## A meta-GGA that gains nothing

TPSS gives lead sulfide a gap of 0.364 eV, and so does PBE. That looks wrong, because TPSS stands one rung higher: besides the density and its gradient, it uses the kinetic-energy density of the orbitals. SCAN uses the same extra ingredient and gives 0.580 eV. The ingredient alone therefore does not open the gap; what matters is how the functional uses it.

VASP 6.6.1, plane-wave Kohn-Sham DFT with PAW potentials, for PbS (Fm-3m, cubic edge 5.9315 Å, the same fixed geometry in every row). Cutoff 520 eV, 8 × 8 × 8 k-mesh, smearing width 0.05 eV; no spin polarisation, spin-orbit coupling or dispersion correction. Gaps are taken from bands along a path through special k-points.

| functional | potentials | gap on path (eV) | direct gap on path (eV) |
| --- | --- | --- | --- |
| LDA | VASP-PAW-LDA-potentials,-recommended | 0.207 | 0.207 |
| PBE | VASP-PAW-PBE-potentials,-recommended | 0.364 | 0.364 |
| PBEsol | VASP-PAW-PBE-potentials,-recommended | 0.255 | 0.255 |
| r2SCAN | VASP-PAW-PBE-potentials,-recommended | 0.621 | 0.621 |
| AM05 | VASP-PAW-PBE-potentials,-recommended | 0.336 | 0.336 |
| MS2 | VASP-PAW-PBE-potentials,-recommended | 0.434 | 0.434 |
| SCAN | VASP-PAW-PBE-potentials,-recommended | 0.580 | 0.580 |
| TPSS | VASP-PAW-PBE-potentials,-recommended | 0.364 | 0.364 |
| rSCAN | VASP-PAW-PBE-potentials,-recommended | 0.606 | 0.606 |
| revTPSS | VASP-PAW-PBE-potentials,-recommended | 0.319 | 0.319 |

Three sizes are worth remembering for this one crystal. The choice of functional changes the gap by a factor of three, from about 0.2 to 0.6 eV. Among LDA and the GGAs (PBEsol, AM05 and PBE) the whole spread is about 0.16 eV. The three SCAN-type functionals then lie, on average, another 0.24 eV above PBE.

All rows share one geometry, so no difference in lattice constant enters. What changes is the rule that turns a density and a set of orbitals into energy levels.

## What the kinetic-energy density can do

In LDA and in a GGA, exchange and correlation act through an ordinary potential, the same function of position for filled and empty states. A gap, however, is the cost of adding an electron less the gain from removing one. The exact potential would jump by a constant when an electron is added, and that jump belongs to the gap. The ordinary potential of an LDA or GGA crystal calculation has no such jump, which is a well-known reason for gaps that come out too small.

A meta-GGA contains the kinetic-energy density $\tau=\tfrac12\sum_i|\nabla\psi_i|^2$, summed over the filled orbitals $\psi_i$. Its levels therefore receive an additional term,

$$\Delta\varepsilon=\tfrac12\int v_\tau\,|\nabla\psi|^2\,d^3r,\qquad v_\tau=\frac{\partial e_{xc}}{\partial\tau},$$

where $e_{xc}$ is the exchange-correlation energy density. Where $v_\tau$ is positive, this term works like extra kinetic energy. It differs from state to state, so it can bring part of the missing jump into the gap. Empty states, which must be orthogonal to the filled ones and often vary more steeply, tend to be pushed up more.

The sign of the exchange part of $v_\tau$ can be read from the functional's formula. Exchange is written as the negative energy of a uniform electron gas times an enhancement factor $F$. This factor depends on the density gradient and on $\alpha$, which grows with $\tau$: it is 0 where a single orbital makes up the density and 1 in a uniform gas. If $F$ falls as $\alpha$ grows, more kinetic-energy density makes exchange less negative, and this part of $v_\tau$ is positive.

## Why TPSS and SCAN part company

A simple measure of this effect is the fall of $F$ between $\alpha=0$ and $\alpha=1$ at zero gradient, called $f$ here. From the formulas it is about 0.17 for SCAN, rSCAN and r2SCAN, and about 0.11 for MS2. For TPSS and revTPSS it is only about 0.01, provided that the gradient is set to zero before $\alpha$. For LDA and the GGAs it is zero, since they do not contain $\tau$.

TPSS has so small a value because of its construction. At zero gradient its $F$ has a shallow minimum at $\alpha=1$ and rises slightly on either side. The exchange part of $v_\tau$ is then weak. At finite gradients $F$ does fall with $\alpha$, but over the middle range, from about one half to two, it falls much less than in SCAN. TPSS contains the kinetic-energy density but makes little use of it as a lever on the gap. That it meets PBE to the third decimal is probably chance, since its close relative revTPSS lies 0.045 eV lower.

The gaps follow this reading in outline. Functionals with no fall or almost none by this measure stay at or below 0.364 eV, MS2 comes next with 0.434 eV, and the SCAN type lies highest. The table shows this order; that $v_\tau$ causes it is an argument from theory, because no run switches this term off by itself.

## The smaller steps: gradient dependence

LDA and the GGAs differ among themselves although $f$ is zero for all of them. Here the pressure in the fixed cell is a useful marker. A functional that rewards an uneven density favours a larger crystal, in which the atoms are more separate, and so reports an outward, positive pressure. From LDA through PBEsol and AM05 to PBE, both pressure and gap rise.

The pressure does not cause these gaps, since the cell never changes. Both quantities probably reflect how strongly the functional responds to density gradients. The levels give a hint of where this acts, though only for one pair of functionals, of which TPSS also contains $\tau$. From PBEsol to TPSS the conduction edge rises by 0.14 eV and the valence edge by 0.04 eV, both measured from the highest filled level at the centre of the Brillouin zone.

Those edges lie at the L point of the zone. By the usual assignment for PbS, the conduction edge is mainly Pb 6p in character, whereas the valence edge is mainly S 3p with some Pb 6s; the runs print no orbital weights. That a stronger gradient response favours the filled S 3p states over the more diffuse Pb 6p is a plausible guess, which one pair of functionals cannot test.

Judged by this marker, gradient response cannot replace the first mechanism. SCAN has an outward pressure of only 0.7 GPa, against 2.2 GPa for PBE, yet its gap is 0.22 eV wider. The marker is less clean for a meta-GGA, though, because $\tau$ also affects the pressure.

## A formula and one estimate

Adding the two effects gives a short formula, with its three constants fitted to all ten rows:

$$E_g\approx 0.292\ \text{eV}+(1.567\ \text{eV})\,f+(0.0311\ \text{eV/GPa})\,P,$$

where $E_g$ is the gap and $P$ the pressure in the fixed cell. MS2, though it was part of the fit, shows the formula's weakness. With $f=0.11$ and $P=0.424$ GPa the terms are 0.292, 0.172 and 0.013 eV, and their unrounded sum is 0.478 eV. The calculation gave 0.434 eV, so the estimate is about 10% too high relative to the computed gap.

The typical miss is 0.025 eV, or 0.031 eV when each row is predicted from the other nine. That is small beside the gain of the SCAN type but not beside the steps among the GGAs. The coefficient of $f$ also rests on few distinct cases, because three rows share the largest value and only MS2 lies in between. Another property that these four functionals share could fit as well. The printed analysis after this text gives the fits and the misses row by row.

## Where the picture is too coarse

AM05 fits worst: its gap is 0.05 eV wider than the formula allows. Its pressure is close to that of PBEsol, but its gap is clearly larger. Pressure responds to the density of the whole crystal, while the gap depends on two states, so one marker cannot serve both exactly. Which part of AM05 makes the difference is not settled here.

For MS2 the likely weakness is the measure $f$. It compares two end points and ignores the path between them, finite gradients and correlation. By its formula, the factor of MS2 at zero gradient should fall by less than half of $f$ between $\alpha=0.5$ and $\alpha=2$, whereas that of SCAN should fall by about its full $f$. This would be expected to leave MS2 nearer to the GGAs than $f$ suggests. For TPSS and revTPSS even the end point is ambiguous: at $\alpha=0$, the value of $F$ depends on whether the gradient or $\alpha$ is taken to zero first. Taking $\alpha$ to zero first gives a much larger $f$, above that of MS2, and the formula would then put both gaps far too high. As a measure, $f$ therefore works only with the gradient taken to zero first. The third fit in the printed analysis is a milder trial and not the true other limit: it raises $f$ to about 0.05 for these two functionals. The typical miss then grows to 0.036 eV, while the coefficient of $f$ stays large.

The formula cannot explain the finest differences: rSCAN and r2SCAN differ by 0.015 eV, less than its typical miss. Every functional except LDA was run with potentials made for PBE. LDA had its own, so its step of 0.05 eV to PBEsol also contains a change of potentials.

## What the numbers mean for a real sample

The measured gap of PbS is roughly 0.4 eV at room temperature, a recalled figure, and PBE and TPSS seem to meet it well. This agreement is misleading. Lead is heavy, and the spin-orbit coupling left out here would lower the Pb 6p conduction edge and cut the gap by some tenths of an eV. The small LDA and PBEsol gaps could close, or their band edges could change order. The atoms are also held still here, whereas in a real sample of PbS the gap widens on warming.

The common cell also hides part of the difference between functionals. LDA would shrink the crystal if allowed to relax, and PBE would expand it. Since the gap of PbS narrows under compression, LDA would lose gap and PBE would gain some. A gap quoted for this material therefore needs three labels: the functional, the lattice constant and whether spin-orbit coupling was included.

For another meta-GGA on this same cell, the first thing to look up is how steeply its exchange factor falls with $\alpha$, at finite gradients as well as at zero. A nearly flat factor suggests a gap near those of the GGAs, and a steep fall suggests one near that of SCAN or above it. The name of the rung does not decide between the two.

Printed output of the fit:

```
fit of g on 10 rows: constant 0.292 +/- 0.012, coefficient of fall 1.567 +/- 0.13, coefficient of press 0.03111 +/- 0.0075; rms 0.025, worst AM05 -0.0535, leave-one-out rms 0.031
fit of g on 10 rows: constant 0.2956 +/- 0.022, coefficient of fall 1.743 +/- 0.22; rms 0.0467, worst LDA 0.0886, leave-one-out rms 0.0565
fit of g on 10 rows: constant 0.2797 +/- 0.019, coefficient of fall2 1.646 +/- 0.2, coefficient of press 0.02432 +/- 0.011; rms 0.0357, worst AM05 -0.0638, leave-one-out rms 0.0479
Gap and model with fall and pressure:
      row  fall_of_enhancement  pressure_GPa  gap_eV  model_eV  model_less_gap_eV
      LDA                    0        -2.567   0.207    0.2122            0.00518
      PBE                    0         2.158   0.364    0.3592          -0.004805
   PBEsol                    0       -0.9136   0.255    0.2636           0.008611
   r2SCAN                 0.17         1.316   0.621    0.5994           -0.02163
     AM05                    0       -0.3072   0.336    0.2825           -0.05352
      MS2                 0.11        0.4238   0.434    0.4776            0.04359
     SCAN                 0.17        0.6757    0.58    0.5794         -0.0005563
     TPSS                0.014         1.717   0.364    0.3674           0.003402
    rSCAN                 0.17         1.252   0.606    0.5974          -0.008637
  revTPSS                0.014         1.073   0.319    0.3474            0.02836
PBEsol gap less LDA gap, eV: 0.048
PBE gap less PBEsol gap, eV: 0.109
TPSS gap less PBE gap, eV: 0
TPSS gap less revTPSS gap, eV: 0.045
MS2 gap less PBE gap, eV: 0.07
SCAN gap less PBE gap, eV: 0.216
mean gap of the three SCAN-type rows less PBE gap, eV: 0.2383
largest gap over smallest gap, ratio: 3
correlation of gap with pressure, all rows: 0.5691
conduction edge at L, rise from PBEsol to TPSS, eV: 0.1447
valence edge at L, rise from PBEsol to TPSS, eV: 0.0354
```
